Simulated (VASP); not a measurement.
# BAs (F-43m) in VASP: a series of runs

The runs below take BAs through relaxation of cell and atoms, with PBE.

Everything below comes from runs of VASP 6.6.1. Logs are shortened: lines on timing, memory, paths and dates and some standing lists are left out, and cuts for length are marked.

### 1 The crystal as given

The structure is cubic, space group F-43m (No. 216). The conventional cell has a = 4.777 Å, b = 4.777 Å, c = 4.777 Å, α = 90.00°, β = 90.00°, γ = 90.00°. B (site symmetry -43m) is surrounded by 4 As at 2.07 Å. Around As (site symmetry -43m) lie 4 B at 2.07 Å.

### 2 Relaxation of cell and atoms, PBE

The input, INCAR:

```
ALGO = Fast
EDIFF = 1E-7
EDIFFG = -0.002
ENCUT = 520
GGA = PE
IBRION = 2
ISIF = 3
ISMEAR = 0
KPAR = 4
LASPH = True
LCHARG = False
LREAL = False
LWAVE = False
NELM = 60
NSW = 80
PREC = Accurate
SIGMA = 0.02
```

The input, KPOINTS:

```
k-points
0
Gamma
  12 12 12
```

The input, POSCAR:

```
BAs
1.0
    0.0000000000      2.3885000000      2.3885000000
    2.3885000000      0.0000000000      2.3885000000
    2.3885000000      2.3885000000      0.0000000000
B As
1 1
Direct
    0.0000000000      0.0000000000      0.0000000000
    0.2500000000      0.2500000000      0.2500000000
```

Potentials or basis: VASP PAW PBE potentials, release 64 (B, As).

On the command line:

```console
$ cat potpaw_PBE.64/B/POTCAR potpaw_PBE.64/As/POTCAR > POTCAR
$ mpirun -np 4 vasp_std > vasp.out
```

OUTCAR:

```text
EDIFF = 1E-7
   EDIFFG = -0.002
   ENCUT = 520
   GGA = PE
   IBRION = 2
   ISIF = 3
   ISMEAR = 0
   LASPH = True
   LREAL = False
   NELM = 60
   NSW = 80
   PREC = Accurate

 ion  position               nearest neighbor table
   1  0.000  0.000  0.000-   2 2.07   2 2.07   2 2.07   2 2.07
   2  0.250  0.250  0.250-   1 2.07   1 2.07   1 2.07   1 2.07

  LATTYP: Found a face centered cubic cell.
 ALAT       =     4.7770000000

  Lattice vectors:

 A1 = (   0.0000000000,   2.3885000000,   2.3885000000)
 A2 = (   2.3885000000,   0.0000000000,   2.3885000000)
 A3 = (   2.3885000000,   2.3885000000,   0.0000000000)

Analysis of symmetry for initial positions (statically):
=====================================================================
 Subroutine PRICEL returns:
 Original cell was already a primitive cell.

 Routine SETGRP: Setting up the symmetry group for a
 face centered cubic supercell.

 Subroutine GETGRP returns: Found 24 space group operations
 (whereof 24 operations were pure point group operations)
 out of a pool of 48 trial point group operations.

The static configuration has the point symmetry T_d .

Analysis of symmetry for dynamics (positions and initial velocities):
=====================================================================
 Subroutine PRICEL returns:
 Original cell was already a primitive cell.

 Routine SETGRP: Setting up the symmetry group for a
 face centered cubic supercell.

 Subroutine GETGRP returns: Found 24 space group operations
 (whereof 24 operations were pure point group operations)
 out of a pool of 48 trial point group operations.

The dynamic configuration has the point symmetry T_d .

 Subroutine INISYM returns: Found 24 space group operations
 (whereof 24 operations are pure point group operations),
 and found     1 'primitive' translations

----------------------------------------------------------------------------------------

                                     Primitive cell

  volume of cell :      27.2525

  direct lattice vectors                    reciprocal lattice vectors
     0.000000000  2.388500000  2.388500000    -0.209336404  0.209336404  0.209336404
     2.388500000  0.000000000  2.388500000     0.209336404 -0.209336404  0.209336404
     2.388500000  2.388500000  0.000000000     0.209336404  0.209336404 -0.209336404

  length of vectors
     3.377849094  3.377849094  3.377849094     0.362581287  0.362581287  0.362581287

  position of ions in fractional coordinates (direct lattice)
     0.000000000  0.000000000  0.000000000
     0.250000000  0.250000000  0.250000000

  ion indices of the primitive-cell ions
   primitive index   ion index
                 1           1
                 2           2

----------------------------------------------------------------------------------------

 KPOINTS: k-points

Automatic generation of k-mesh.
 Grid dimensions read from file:
 generate k-points for:   12   12   12

 Generating k-lattice:

  Cartesian coordinates                     Fractional coordinates (reciprocal lattice)
    -0.017444700  0.017444700  0.017444700     0.083333333  0.000000000  0.000000000
     0.017444700 -0.017444700  0.017444700     0.000000000  0.083333333  0.000000000
     0.017444700  0.017444700 -0.017444700     0.000000000  0.000000000  0.083333333

  Length of vectors
     0.030215107  0.030215107  0.030215107

  Shift w.r.t. Gamma in fractional coordinates (k-lattice)
     0.000000000  0.000000000  0.000000000

 Subroutine IBZKPT returns following result:
 ===========================================

 Found     72 irreducible k-points:

 Following reciprocal coordinates:
            Coordinates               Weight
  0.000000  0.000000  0.000000      1.000000
  0.083333  0.000000  0.000000      8.000000
  0.166667  0.000000  0.000000      8.000000
  0.250000  0.000000  0.000000      8.000000
  0.333333  0.000000  0.000000      8.000000
  0.416667  0.000000  0.000000      8.000000
[... 16 lines left out ...]
  0.500000  0.166667  0.000000     24.000000
 -0.416667  0.166667  0.000000     24.000000
 [... further k-points ...]
   k-points           NKPTS =     72   k-points in BZ     NKDIM =     72   number of bands    NBANDS=      8
   number of dos      NEDOS =    301   number of ions     NIONS =      2
   total plane-waves  NPLWV =  21952
   dimension x,y,z NGX =    28 NGY =   28 NGZ =   28
   dimension x,y,z NGXF=    56 NGYF=   56 NGZF=   56
   ions per type =               1   1
   NGX,Y,Z   is equivalent  to a cutoff of  13.78, 13.78, 13.78 a.u.
   NGXF,Y,Z  is equivalent  to a cutoff of  27.56, 27.56, 27.56 a.u.
 SYSTEM =  unknown system
   PREC   = accura    normal or accurate (medium, high low for compatibility)
   ISTART =      0    job   : 0-new  1-cont  2-samecut
   ICHARG =      2    charge: 1-file 2-atom 10-const
   ISPIN  =      1    spin polarized calculation?
   LNONCOLLINEAR =      F non collinear calculations
   LSORBIT =      F    spin-orbit coupling
   LASPH  =      T    aspherical Exc in radial PAW
   ENCUT  =  520.0 eV  38.22 Ry    6.18 a.u.   6.28  6.28  6.28*2*pi/ulx,y,z
   NELM   =     60;   NELMIN=  2; NELMDL= -5     # of ELM steps
   EDIFF  = 0.1E-06   stopping-criterion for ELM
   LREAL  =      F    real-space projection
   EDIFFG = -.2E-02   stopping-criterion for IOM
   NSW    =     80    number of steps for IOM
   IBRION =      2    ionic relax: 0-MD 1-quasi-New 2-CG
   NFREE  =      1    steps in history (QN), initial steepest desc. (CG)
   ISIF   =      3    stress and relaxation
   ISYM   =      2    0-nonsym 1-usesym 2-fastsym
   POTIM  = 0.5000    time-step for ionic-motion
   TEBEG  =    0.0;   TEEND  =   0.0 temperature during run
   PSTRESS=    0.0 pullay stress
   NELECT =       8.0000    total number of electrons
   NUPDOWN=      -1.0000    fix difference up-down
   EMIN   =  10.00;   EMAX   =-10.00  energy-range for DOS
   EFERMI =   0.00;   METHOD = LEGACY
   ISMEAR =     0;   SIGMA  =   0.02  broadening in eV -4-tet -1-fermi 0-gaus
   EFERMI_NEDOS =   21; number of points for ismear=-14 and -15
   IALGO  =     68    algorithm
   IMIX   =      4    mixing-type and parameters
     AMIX     =   0.40;   BMIX     =  1.00
     AMIX_MAG =   1.60;   BMIX_MAG =  1.00
  volume/ion in A,a.u.               =      13.63        91.95
  Fermi-wavevector in a.u.,A,eV,Ry     =   1.088018  2.056057 16.106360  1.183784
  Thomas-Fermi vector in A             =   2.224191
   LORBIT       =      0    0 simple, 1 ext, 2 COOP (PROOUT), +10 PAW based schemes
   GGA     = PE    functional components
   LHFCALC =     F    Hartree Fock is set to
   AEXX    =    0.0000 exact exchange contribution
   IVDW    =     0    specifies the selected vdW correction
   LEPSILON=     F    determine dielectric tensor
   LRPA    =     F    only Hartree local field effects (RPA)
 conjugate gradient relaxation of ions
 non-spin polarized calculation
 RMM-DIIS sequential band-by-band and
 Gauss-broadening in eV      SIGMA  =   0.02
  energy-cutoff  :      520.00
  volume of cell :       27.25
 maximum number of plane-waves:       754
 NGX is ok and might be reduce to    28
   NGX = 13   NGY = 13   NGZ = 13

--------------------------------------- Ionic step        1  -------------------------------------------

 number of electron       8.0000000 magnetization

 Free energy of the ion-electron system (eV)
  ---------------------------------------------------
  ext. energy  EPLUGINS =         0.00000000
  ---------------------------------------------------
  free energy    TOTEN  =       -11.40673006 eV

  energy without entropy =      -11.40673006  energy(sigma->0) =      -11.40673006

------------------------ aborting loop because EDIFF is reached ----------------------------------------

  FORCE on cell =-STRESS in cart. coord.  units (eV):
  Direction    XX          YY          ZZ          XY          YZ          ZX
  --------------------------------------------------------------------------------------
  -------------------------------------------------------------------------------------
  Total        0.5833603      0.5833603      0.5833603      0.0000000      0.0000000      0.0000000
  in kB       34.2958604     34.2958604     34.2958604      0.0000000      0.0000000      0.0000000
  external PRESSURE =      34.2958604 kB  Pullay stress =       0.0000000 kB
[... 57 lines left out ...]
  energy  without entropy=      -11.4104734343  energy(sigma->0) =      -11.41047343

--------------------------------------- Ionic step        3  -------------------------------------------

 number of electron       8.0000000 magnetization

 Free energy of the ion-electron system (eV)
  ---------------------------------------------------
  ext. energy  EPLUGINS =         0.00000000
  ---------------------------------------------------
  free energy    TOTEN  =       -11.41385098 eV

  energy without entropy =      -11.41385098  energy(sigma->0) =      -11.41385098

 E-fermi :   5.9586     XC(G=0): -10.4777

 val. band max:        5.8564902569   @ k =   0.0000   0.0000   0.0000
 cond. band min:       7.0655943148   @ k =   0.4167   0.4167   0.0000
 fundamental gap:      1.2091040579
 Fermi energy:         5.9585688074

 k-point     1 :       0.0000    0.0000    0.0000
  band No.  band energies     occupation
      1      -9.3219      2.00000
      2       5.8565      2.00000
      3       5.8565      2.00000
      4       5.8565      2.00000
      5       9.1025      0.00000
      6       9.1025      0.00000
      7       9.1025      0.00000
      8      10.2315      0.00000
[... 243 lines left out ...]
 k-point    24 :      -0.4167    0.1667    0.0000
  band No.  band energies     occupation
      1      -6.2490      2.00000
      2      -2.3796      2.00000
      3       1.9809      2.00000
      4       3.5716      2.00000
      5       9.0408      0.00000
      6      11.2941      0.00000
      7      11.8331      0.00000
      8      14.9376      0.00000

 [... further k-points ...]

------------------------ aborting loop because EDIFF is reached ----------------------------------------

  FORCE on cell =-STRESS in cart. coord.  units (eV):
  Direction    XX          YY          ZZ          XY          YZ          ZX
  --------------------------------------------------------------------------------------
  -------------------------------------------------------------------------------------
  Total        0.0014049      0.0014049      0.0014049     -0.0000000      0.0000000     -0.0000000
  in kB        0.0805827      0.0805827      0.0805827     -0.0000000      0.0000000     -0.0000000
  external PRESSURE =       0.0805827 kB  Pullay stress =       0.0000000 kB
[... 17 lines left out ...]
  FREE ENERGIE OF THE ION-ELECTRON SYSTEM (eV)
  ---------------------------------------------------
  free  energy   TOTEN  =       -11.4138509841 eV

  energy  without entropy=      -11.4138509841  energy(sigma->0) =      -11.41385098

 reached required accuracy - stopping structural energy minimisation
```

It took 30 s on 4 MPI ranks of Intel Xeon Platinum 8259CL at 2.50GHz (Skylake/Cascade Lake), shared host; peak memory 0.16 GiB.

What came out:

```yaml
Free_energy: -11.4139 eV
Relaxed_volume: 13.97 Å³/atom
Relaxed_cell: a = 3.406 Å, b = 3.406 Å, c = 3.406 Å, α = 60.00°, β = 60.00°, γ = 60.00°
Space_group_after_relaxing_to_0.05_Å: F-43m (No. 216)
Energy_gained_by_relaxing: 3.6 meV/atom
Ionic_steps: 3
Pressure_after_relaxing: 0.0 GPa
Band_gap_on_the_k_mesh: 1.21 eV, indirect (least direct gap 3.25 eV)
```

The path:
```tsv
step	energy change (eV)	largest force (eV/Å)	pressure (GPa)	volume (Å³)
1	0.0000	0.0000	3.43	27.25
2	-0.0037	0.0000	-2.19	28.42
3	-0.0071	0.0000	0.01	27.93
```

Final structure:
```
B As
1.0
     0.00000    2.40823    2.40823
     2.40823    0.00000    2.40823
     2.40823    2.40823    0.00000
B As
1 1
Direct
  0.00000 0.00000 0.00000
  0.25000 0.25000 0.25000
```

A k mesh can miss the band edges. Expect the measured gap to be larger: semilocal functionals such as PBE lack the derivative discontinuity.

### 3 Relaxation of cell and atoms, PBE

This run uses another cell than the first one, of 13.97 Å³/atom, 1.025 times its volume.

INCAR is that of step 2.

KPOINTS is that of step 2.

The input, POSCAR:

```
BAs                                     
1.0
    0.0000000000      2.4082305153      2.4082305153
    2.4082305153     -0.0000000000      2.4082305153
    2.4082305153      2.4082305153     -0.0000000000
  B               As            
     1     1
Direct
     0.0000000000000000    0.0000000000000000    0.0000000000000000
     0.2500000000000000    0.2500000000000000    0.2500000000000000
```

Potentials or basis: VASP PAW PBE potentials, release 64 (B, As).

On the command line:

```console
$ cat potpaw_PBE.64/B/POTCAR potpaw_PBE.64/As/POTCAR > POTCAR
$ mpirun -np 4 vasp_std > vasp.out
```

Run time: 15 s. Hardware: 4 MPI ranks of Intel Xeon Platinum 8259CL at 2.50GHz (Skylake/Cascade Lake), shared host; peak memory 0.15 GiB.

The run converged. Its results:

* Free energy: -11.4140 eV
* Pressure after relaxing: 0.0 GPa
* Band gap on the k mesh: 1.21 eV, indirect (least direct gap 3.25 eV)

Final structure:
```xyz
2
Lattice="0.0000 2.4082 2.4082 2.4082 0.0000 2.4082 2.4082 2.4082 0.0000" Properties=species:S:1:pos:R:3 pbc="T T T"
B     0.0000    0.0000    0.0000
As    1.2041    1.2041    1.2041
```

Levels at points of the mesh, in eV from the valence-band top:
```
           k point  band 1  band 2  band 3  band 4  band 5  band 6  band 7  band 8
(0.00, 0.00, 0.00)  -15.18    0.00    0.00    0.00    3.25    3.25    3.25    4.38
(0.50, 0.00, 0.00)  -12.40   -8.61   -1.78   -1.78    2.55    4.75    4.75    8.82
(0.50, 0.50, 0.00)  -11.12   -8.39   -3.98   -3.98    1.46    1.46   11.13   11.13
```

Caveat: the relaxation stopped at its first step, so nothing moved. PBE gaps usually lie below the measured ones, often by a third to a half.
